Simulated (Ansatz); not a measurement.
Structure types of As compared at 30 GPa

Structure types of As are relaxed in primitive cells with their symmetry kept at 30 GPa, first on PAW files, then by LAPW. The enthalpy is E + pV at zero temperature, without zero-point motion. Only the types listed were tried, and differences under about 5 meV/atom are mesh noise. The real phase may be another.

Level of theory: DFT with PBE, scalar-relativistic, in Ansatz 0.2.0; Fermi–Dirac smearing of 0.1 eV, no spin polarisation. LAPW: all electrons, basis error target 0.5 meV/atom; PAW: frozen-core files, cutoff 420 eV.

k meshes: fcc 17×17×17, bcc 17×17×17, hcp 16×16×9, beta tin 16×16×16, diamond 13×13×13, sc 15×15×15.

Task: Order the types by LAPW enthalpy, lowest first.
A. beta tin
B. diamond
C. fcc
D. sc
E. hcp
F. bcc

Result: D (0 meV/atom), A (102 meV/atom), F (122 meV/atom), E (211 meV/atom), C (269 meV/atom), B (1232 meV/atom).

| start type | ends as | a, b, c (Å) | V (Å³/atom) | H − H(lowest), LAPW (meV/atom) | same, PAW |
| --- | --- | --- | --- | --- | --- |
| fcc | fcc, Fm-3m | 3.945, 3.945, 3.945 | 15.35 | 268.6 | 268.9 |
| bcc | bcc, Im-3m | 3.118, 3.118, 3.118 | 15.16 | 122.2 | 122.4 |
| hcp | hcp, P6_3/mmc | 2.826, 2.826, 4.426 | 15.31 | 211.3 | 211.5 |
| beta tin | beta tin, I4_1/amd | 4.964, 4.964, 2.610 | 16.08 | 101.7 | 101.8 |
| diamond | diamond, Fd-3m | 5.448, 5.448, 5.448 | 20.22 | 1231.8 | 1231.2 |
| sc | sc, Pm-3m | 2.529, 2.529, 2.529 | 16.18 | 0.0 | 0.0 |

Task: Split the lead of sc over beta tin into energy and pV.

Result: For beta tin less sc: ΔE = +120.7 meV/atom, and p·ΔV = 30 GPa × -0.1013 Å³ × 6.242 meV/(GPa·Å³) = -19.0 meV/atom, together 101.7 meV/atom. sc wins by its internal energy, though it is the less dense.
